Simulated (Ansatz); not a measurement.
The calculation used DFT PBE, scalar-relativistic, plane waves, PAW in Ansatz 0.2.0. Settings: cutoff 420 eV, Γ-centred meshes spaced at most about 0.3 Å⁻¹, and about 0.25 Å⁻¹ or finer for metals (2π included), Gaussian smearing. Spin is collinear in cells that carry moments; the others ran without spin or lost their moments.

These are static total energies at zero pressure.

Compare these two cells of CoH4, each relaxed at this level.

1. (opposed moments near 0.7 μB on the magnetic atoms; signs in the order of the file + 0 0 0 0 0 0 0 0 −)

```
CELL_PARAMETERS angstrom
2.49952 0.00000 0.00000
-1.24976 2.16465 0.00000
0.00000 0.00000 16.56718
ATOMIC_POSITIONS crystal
Co 0.00000 0.00000 0.11486
H 0.66667 0.33333 0.06049
H 0.33333 0.66667 0.16922
H 0.66667 0.33333 0.33891
H 0.66667 0.33333 0.38374
H 0.66667 0.33333 0.56049
H 0.33333 0.66667 0.66922
H 0.66667 0.33333 0.83891
H 0.66667 0.33333 0.88374
Co 0.00000 0.00000 0.61486
```

2. (no moments)

```
CELL_PARAMETERS angstrom
2.55118 0.00000 0.00000
-0.00001 2.55118 0.00000
-0.33506 -0.32223 10.72033
ATOMIC_POSITIONS crystal
Co 0.25016 0.23816 0.75017
Co 0.74984 0.76184 0.24983
H 0.26253 0.75003 0.84415
H 0.26218 0.77374 0.34381
H 0.23750 0.74995 0.15585
H 0.23779 0.72629 0.65619
H 0.73747 0.24998 0.15585
H 0.73782 0.22626 0.65619
H 0.76250 0.25005 0.84415
H 0.76221 0.27371 0.34381
```

**Question.** Which would you expect to be lower, and how large is the difference?

**Answer.** Cell 1 is lower, by 76 meV/atom. Cell 1 has space group P3m1 (No. 156), 9.0 Å³/atom and no gap on its mesh; cell 2 has space group P-1 (No. 2), 7.0 Å³/atom and no gap. Counting H atoms around Co (those within 1.25 times the shortest such distance or 1.15 times the sum of covalent radii), cell 1 has Co 6 and cell 2 has Co 8. Cell 1 holds H–H pairs as short as in free H₂ molecules (shortest 0.74 Å); in cell 2 the shortest H–H distance is 1.80 Å. Their magnetic states differ too, which can make part of the margin. Even the lower one lies +0.08 eV/atom against the reference forms of the elements (uncorrected), a margin that errors in the energy of the gaseous reference can exceed. In cell 1, Co is surrounded by 6 H at 1.70 Å; H on its first site is surrounded by 3 Co at 1.70 Å; around H on its second site lie 3 Co at 1.70 Å; 2 more sites not described. In cell 2, Co has 8 H at 1.63 Å; H on its first site has 2 Co at 1.63 Å, 4 H at 1.80 Å and 1 H at 2.02 Å; H on its second site is surrounded by 2 Co at 1.63 Å, 4 H at 1.80 Å and 1 H at 2.01 Å; 2 more sites not described. Origin: cell 1, invented; cell 2, invented, then shaken at random and relaxed again.

Weakly bound directions are ill-defined at this level, which has no dispersion term (P3m1, P-1), and this can change margins and order among such cells. With hydrogen, zero-point motion can shift such differences by 10 meV/atom or more. A magnetic state wasn't ruled out in cells without spin, among them P-1. The magnetic state reached may not be the lowest. Cells relaxed within their symmetry can be saddle points. Some types were kept out of the candidates beforehand, so the set may lack a known form.
